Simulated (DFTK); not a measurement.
Runs of DFTK 0.8.2 on GaN. Symmetry: F-43m, No. 216, cubic system. Conventional cell: a = 4.507 Å, b = 4.507 Å, c = 4.507 Å, α = 90.00°, β = 90.00°, γ = 90.00°. Around Ga (site symmetry -43m) lie 4 N at 1.95 Å. N (site symmetry -43m) is surrounded by 4 Ga at 1.95 Å. The cell is a database's computed one.

```csv
task,level,potentials or basis,k mesh,cutoff (eV),SCF solver,mesh quality,gap on the mesh (eV)
band structure,LDA,"cp2k.nc.sr.lda.v0_1.largecore.gth (LDA, GTH, large core)",10 × 10 × 10,1633,-,not flagged,2.23
band structure,TASK,"cp2k.nc.sr.pbe.v0_1.largecore.gth (PBE, GTH, large core)",7 × 7 × 7,2122,ScfAndersonSolver,not flagged,2.86
band structure,BJ06,"cp2k.nc.sr.pbe.v0_1.largecore.gth (PBE, GTH, large core)",7 × 7 × 7,2122,ScfAndersonSolver,not flagged,(a)
band structure,PBEsol,"cp2k.nc.sr.pbe.v0_1.largecore.gth (PBE, GTH, large core)",10 × 10 × 10,1633,-,not flagged,2.00
```

Alike in all rows: no spin polarisation; cell as given; smearing fermi-dirac 0.05 eV.

Question: Fill in the values left out.

Answer: (a) 2.72.

Caveats: this set keeps more shells in the core, which shifts pressures and gaps; the program leaves the constant c of mgga_x_tb09 at 1, so the potential is Becke-Johnson's (BJ06) and not Tran and Blaha's, with levels but no total energy (some runs); the program warned that the kinetic-energy density falls under its von Weizsäcker bound, which can give unphysical results (some runs).

A k mesh can miss the band edges, and the runs leave out spin-orbit coupling on Ga.

Not every run made on this cell is shown here.
